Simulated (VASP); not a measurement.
**A VASP 6.6.1 single-point calculation on SrO**

INCAR

```
PREC = Accurate
LCHARG = .FALSE.
NSW = 0
ISMEAR = -1
ISIF = 2
NBANDS = 15
SIGMA = 0.02
LREAL = .FALSE.
LASPH = .TRUE.
ENCUT = 520
EDIFF = 1E-7
GGA = PE
IBRION = -1
NELM = 120
ISYM = 0
LWAVE = .FALSE.
```

KPOINTS

```
KPOINTS created by Atomic Simulation Environment
0
Gamma
4 4 4
0 0 0
```

POSCAR

```
Sr O
 1.0000000000000000
    -0.1162875728000000    2.5668004474999999    2.5668004474999999
     2.5668004474999999   -0.1162875728000000    2.5668004474999999
     2.5668004474999999    2.5668004474999999   -0.1162875728000000
 Sr  O
   1   1
Cartesian
  0.0000000000000000  0.0000000000000000  0.0000000000000000
  2.5086566610999999  2.5086566610999994  2.5086566610999994
```

The recommended PBE PAW datasets give the neutral cell 16 valence electrons.

Command

```
mpirun -np 1 vasp_std
```

Question: How does this run end, and what does it give?

Answer: It converged. Results: gap between bands v and c on the k mesh 3.17 eV; least direct gap on the k mesh 3.33 eV; pressure -2.1 GPa. Band v is the last that the valence electrons fill when counted band by band, and c is the next.

OSZICAR

```
N       E                     dE             d eps       ncg     rms          rms(c)
DAV:   1     0.697099001839E+02    0.69710E+02   -0.83707E+03  1088   0.103E+03
DAV:   2    -0.108087653942E+02   -0.80519E+02   -0.73210E+02  1446   0.216E+02
DAV:   3    -0.141475369935E+02   -0.33388E+01   -0.33152E+01  1437   0.402E+01
DAV:   4    -0.142149066948E+02   -0.67370E-01   -0.67364E-01  1336   0.563E+00
DAV:   5    -0.142165810836E+02   -0.16744E-02   -0.16744E-02  1381   0.651E-01    0.147E+01
DAV:   6    -0.121832318507E+02    0.20333E+01   -0.70098E+00  1087   0.190E+01    0.173E+01
DAV:   7    -0.120233804246E+02    0.15985E+00   -0.35453E-01  1164   0.500E+00    0.100E+01
DAV:   8    -0.120116220450E+02    0.11758E-01   -0.12347E-01  1311   0.355E+00    0.353E-01
DAV:   9    -0.120125312369E+02   -0.90919E-03   -0.66964E-03  1308   0.523E-01    0.234E-01
DAV:  10    -0.120129777066E+02   -0.44647E-03   -0.42968E-04  1164   0.199E-01    0.998E-02
DAV:  11    -0.120131646186E+02   -0.18691E-03   -0.19834E-04  1143   0.103E-01    0.294E-02
DAV:  12    -0.120131846301E+02   -0.20012E-04   -0.28611E-05  1171   0.380E-02    0.220E-02
DAV:  13    -0.120131842869E+02    0.34321E-06   -0.13420E-06  1311   0.109E-02    0.344E-03
DAV:  14    -0.120131841753E+02    0.11163E-06   -0.19836E-07  1339   0.328E-03    0.224E-03
DAV:  15    -0.120131841509E+02    0.24336E-07   -0.10428E-08   785   0.105E-03
   1 F= -.12013184E+02 E0= -.12013184E+02  d E =-.140919E-13
```

For comparison, a separate PBE run of the intended cell, on usual settings and not on those above, gives a gap of 3.17 eV on its mesh and a pressure of -2.1 GPa.
